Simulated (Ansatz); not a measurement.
# Al3GaN4: energy and stress against strain

The task, for Al3GaN4: strain the cell along the Voigt pattern (0, 0, 0, 0, 1, 0).

Method: DFT r2SCAN, scalar-relativistic, plane waves, PAW, in Ansatz 0.2.0.

1 further run of the same task is left out (set aside as unsound or not needed). Runs told in other sessions of the task aren't counted.

## (1) The structure to begin with

Symmetry: P-43m, No. 215, cubic system. The conventional cell has a = 4.401 Å, b = 4.401 Å, c = 4.401 Å, α = 90.00°, β = 90.00°, γ = 90.00°. Al (site symmetry -42m) is surrounded by 4 N at 1.89 Å. Around Ga (site symmetry -43m) lie 4 N at 1.95 Å. N (site symmetry 3m) has 3 Al at 1.89 Å and 1 Ga at 1.95 Å in its first shell of neighbours.

Coordinates:

```
CELL_PARAMETERS angstrom
4.40124 0.00000 0.00000
0.00000 4.40124 0.00000
0.00000 0.00000 4.40124
ATOMIC_POSITIONS crystal
Al 0.50000 0.50000 0.00000
Al 0.50000 0.00000 0.50000
Al 0.00000 0.50000 0.50000
Ga 0.00000 0.00000 0.00000
N 0.74446 0.74446 0.25554
N 0.74446 0.25554 0.74446
N 0.25554 0.74446 0.74446
N 0.25554 0.25554 0.25554
```

It goes back to an entry of the Materials Project, which need not be the stable form.

It is the result of an earlier relaxation at this level (volume 10.66 Å³/atom; gap on the mesh: 4.01 eV).

## (2) Zero of energy

The reference gives a free energy of -6961.6845 eV, pressure 0.00 GPa, largest force 0.000 eV/Å and gap on the mesh 4.01 eV. It was computed beforehand with the settings of the runs below.

## (3) Next: energy and stress against strain

The cell is strained by ε times the Voigt pattern (0, 0, 0, 0, 1, 0) (xx, yy, zz, yz, xz, xy; engineering shear), with fractional coordinates fixed (clamped ions). The stress on the pattern is the sum of the stress components weighted by it, tension positive.

## (4) Point ε = -0.1000

input.yaml

```yaml
crystal:
  lattice:
    - [4.4012372935, 0.0, -0.2200618647]
    - [0.0, 4.4012372935, 0.0]
    - [-0.2200618647, 0.0, 4.4012372935]
  atoms:
    - { symbol: Al, position: [0.5, 0.5, 0.0] }
    - { symbol: Al, position: [0.5, 0.0, 0.5] }
    - { symbol: Al, position: [0.0, 0.5, 0.5] }
    - { symbol: Ga, position: [0.0, 0.0, 0.0] }
    - { symbol: "N", position: [0.7444581597, 0.7444581597, 0.2555418403] }
    - { symbol: "N", position: [0.7444581597, 0.2555418403, 0.7444581597] }
    - { symbol: "N", position: [0.2555418403, 0.7444581597, 0.7444581597] }
    - { symbol: "N", position: [0.2555418403, 0.2555418403, 0.2555418403] }
basis:
  ecutwfc: 500
kpoints:
  mp_grid: { grid: [6, 6, 6] }
hamiltonian:
  xc: r2scan
scf:
  occupations: { method: gaussian, width: 0.05 }
output:
  forces: true
  stress: true
  eigenvalues: true
```

Run with:

```
$ ansatz run input.yaml --threads 2 --pin off --max-ram 5120MiB --backend cpu --events-out ev --progress --plain --runs-dir out
```

## (5) At ε = 0.0750

Edit input.yaml of step 4 so:

```diff
@@ -2,5 +2,5 @@
   lattice:
-    - [4.4012372935, 0.0, -0.2200618647]
+    - [4.4012372935, 0.0, 0.1650463985]
     - [0.0, 4.4012372935, 0.0]
-    - [-0.2200618647, 0.0, 4.4012372935]
+    - [0.1650463985, 0.0, 4.4012372935]
   atoms:
@@ -26 +26,5 @@
   eigenvalues: true
+  write_density: true
+  write_potential: true
+  elf: true
+  volumetric_format: npy
```

## (6) Point ε = -0.0500

Edit input.yaml of step 5 so:

```diff
@@ -2,5 +2,5 @@
   lattice:
-    - [4.4012372935, 0.0, 0.1650463985]
+    - [4.4012372935, 0.0, -0.1100309323]
     - [0.0, 4.4012372935, 0.0]
-    - [0.1650463985, 0.0, 4.4012372935]
+    - [-0.1100309323, 0.0, 4.4012372935]
   atoms:
@@ -26,5 +26 @@
   eigenvalues: true
-  write_density: true
-  write_potential: true
-  elf: true
-  volumetric_format: npy
```

## (7) ε = 0.0250

Edit input.yaml of step 6 so:

```diff
@@ -2,5 +2,5 @@
   lattice:
-    - [4.4012372935, 0.0, -0.1100309323]
+    - [4.4012372935, 0.0, 0.0550154662]
     - [0.0, 4.4012372935, 0.0]
-    - [-0.1100309323, 0.0, 4.4012372935]
+    - [0.0550154662, 0.0, 4.4012372935]
   atoms:
@@ -26 +26,5 @@
   eigenvalues: true
+  write_density: true
+  write_potential: true
+  elf: true
+  volumetric_format: npy
```

## (8) At ε = 0.0875

Edit input.yaml of step 7 so:

```diff
@@ -2,5 +2,5 @@
   lattice:
-    - [4.4012372935, 0.0, 0.0550154662]
+    - [4.4012372935, 0.0, 0.1925541316]
     - [0.0, 4.4012372935, 0.0]
-    - [0.0550154662, 0.0, 4.4012372935]
+    - [0.1925541316, 0.0, 4.4012372935]
   atoms:
@@ -26,5 +26 @@
   eigenvalues: true
-  write_density: true
-  write_potential: true
-  elf: true
-  volumetric_format: npy
```

## (9) ε = 0.0625

Edit input.yaml of step 8 so:

```diff
@@ -2,5 +2,5 @@
   lattice:
-    - [4.4012372935, 0.0, 0.1925541316]
+    - [4.4012372935, 0.0, 0.1375386654]
     - [0.0, 4.4012372935, 0.0]
-    - [0.1925541316, 0.0, 4.4012372935]
+    - [0.1375386654, 0.0, 4.4012372935]
   atoms:
```

## (10) Point ε = 0.0375

Edit input.yaml of step 9 so:

```diff
@@ -2,5 +2,5 @@
   lattice:
-    - [4.4012372935, 0.0, 0.1375386654]
+    - [4.4012372935, 0.0, 0.0825231993]
     - [0.0, 4.4012372935, 0.0]
-    - [0.1375386654, 0.0, 4.4012372935]
+    - [0.0825231993, 0.0, 4.4012372935]
   atoms:
```

## (11) Point ε = 0.0125

Edit input.yaml of step 10 so:

```diff
@@ -2,5 +2,5 @@
   lattice:
-    - [4.4012372935, 0.0, 0.0825231993]
+    - [4.4012372935, 0.0, 0.0275077331]
     - [0.0, 4.4012372935, 0.0]
-    - [0.0825231993, 0.0, 4.4012372935]
+    - [0.0275077331, 0.0, 4.4012372935]
   atoms:
```

(Steps that only read results are left out.)

What does the calculation give? Wanted: slope of the stress at ε = 0, from the points at -0.0500, 0 and 0.0125.

**Answer**, as computed:

```
                                                              quantity    value
slope of the stress at ε = 0, from the points at -0.0500, 0 and 0.0125  225 GPa
```

In words: From the stress slope, C55 is about 225 GPa with the ions clamped; letting the atoms relax could not make it stiffer. The step is wide, so higher orders mix in. The undisturbed cell stays the lowest of the sampled points. The gap on the mesh stays between 3.44 and 4.01 eV.
